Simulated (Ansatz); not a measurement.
# Ti: the cost of one run

Program: Ansatz 0.2.0. Level of theory: DFT PBE, scalar-relativistic, plane waves, PAW. These are calculated values, not measurements.

### Step 1. The starting structure

Symmetry: P6/mmm, No. 191, hexagonal system. The conventional cell has a = 2.775 Å, b = 2.775 Å, c = 2.593 Å, α = 90.00°, β = 90.00°, γ = 120.00°. Around Ti (site symmetry 6/mmm) lie 8 Ti at 2.59 to 2.78 Å.

As a file:

```
Ti
1.0
     2.77536    0.00000    0.00000
    -1.38768    2.40353    0.00000
     0.00000    0.00000    2.59322
Ti
1
Direct
  0.00000 0.00000 0.00000
```

This is candidate A: simple hexagonal type (P6/mmm, No. 191).

(A quick probe on a coarse mesh, which set the mesh and smearing, is not shown.)

### Step 3. Relaxing cell and atoms (candidate A)

The input, input.yaml:

```yaml
crystal:
  lattice:
    - [2.7753562304, 0.0, 0.0]
    - [-1.3876781152, 2.4035290001, 0.0]
    - [0.0, 0.0, 2.5932234778]
  atoms:
    - { symbol: Ti, position: [0.0, 0.0, 0.0] }
basis:
  ecutwfc: 420
kpoints:
  mp_grid: { grid: [24, 24, 22] }
hamiltonian:
  xc: pbe
scf:
  occupations: { method: gaussian, width: 0.1 }
output:
  forces: true
  stress: true
  eigenvalues: true
relax:
  adjacent_minimum: "off"
  f_tol: 0.01
  max_steps: 80
  cell: { stress_tol: 0.05 }
```

Q: Estimate wall time and peak memory on 1 thread of an x86-64 CPU, shared host.

About 42 s, with a peak of 0.51 GiB.
